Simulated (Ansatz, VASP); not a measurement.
Two plane-wave programs on Ag

INCAR

```
SYSTEM = Ag
ALGO = Fast
EDIFF = 1E-7
ENCUT = 520
GGA = PE
ISIF = 2
ISMEAR = 0
LASPH = .True.
LCHARG = .False.
LREAL = .False.
LWAVE = .False.
NBANDS = 30
NELM = 100
PREC = Accurate
SIGMA = 0.1
```

KPOINTS

```
k-points
0
Gamma
  14 14 4
  0 0 0
```

POSCAR

```
Ag
1.0
    2.8378262149      0.0213001479     -0.0064073616
   -1.4004666382      2.4682754435     -0.0063944821
   -0.0222000000     -0.0384000000      9.7250000000
Ag
4
Direct
    0.2888021536      0.7111978464      0.2500000000
    0.6504004418      0.3495995582      0.7500000000
    0.0937390046      0.0329416000     -0.0201002184
   -0.0329416000     -0.0937390046      0.5201002184
```

Input for Ansatz:

```yaml
crystal:
  lattice:
    - [2.8378262149, 0.0213001479, -0.0064073616]
    - [-1.4004666382, 2.4682754435, -0.0063944821]
    - [-0.0222, -0.0384, 9.725]
  atoms:
    - { symbol: Ag, position: [0.2888021536, 0.7111978464, 0.25] }
    - { symbol: Ag, position: [0.6504004418, 0.3495995582, 0.75] }
    - { symbol: Ag, position: [0.0937390046, 0.0329416, -0.0201002184] }
    - { symbol: Ag, position: [-0.0329416, -0.0937390046, 0.5201002184] }
basis:
  ecutwfc: 420
kpoints:
  mp_grid: { grid: [14, 14, 4] }
hamiltonian:
  xc: pbe
scf:
  occupations: { method: gaussian, width: 0.1 }
output:
  forces: true
  stress: true
  eigenvalues: true
  populations: true
```

Alike in both runs: task single point; functional PBE; k mesh 14 × 14 × 4; occupations gaussian, width 0.1 eV; no spin polarisation.

|  | VASP | Ansatz |
| --- | --- | --- |
| version | VASP 6.6.1 | Ansatz 0.2.0 |
| potentials or method | VASP PAW PBE potentials, release 64 (Ag) | scalar-relativistic, plane waves, PAW |
| plane-wave cutoff (eV) | 520 | 420 |
| valence electrons in the cell | 44 | 76 |

|  | VASP | Ansatz | Ansatz less VASP |
| --- | --- | --- | --- |
| gap on the k mesh at the Fermi level (eV) | none | none | - |
| pressure (GPa) | 7.8 | 8.0 | +0.19 |
| largest component of the traceless stress (GPa) | 2.07 | 2.09 | +0.021 |
| rms of the force components (eV/Å) | 0.517 | 0.523 | +0.0056 |

Atom by atom the forces differ by 0.006 eV/Å (rms over components). A gap of «none» marks a metal or a gap that the smearing closes. The two sets of potentials don't hold the same shells in valence. Ansatz warned: «near_symmetry_operations_not_taken».

Caveats: forces of over 1 eV/Å show positions far from the minimum, so gaps and moduli don't describe the material at rest.
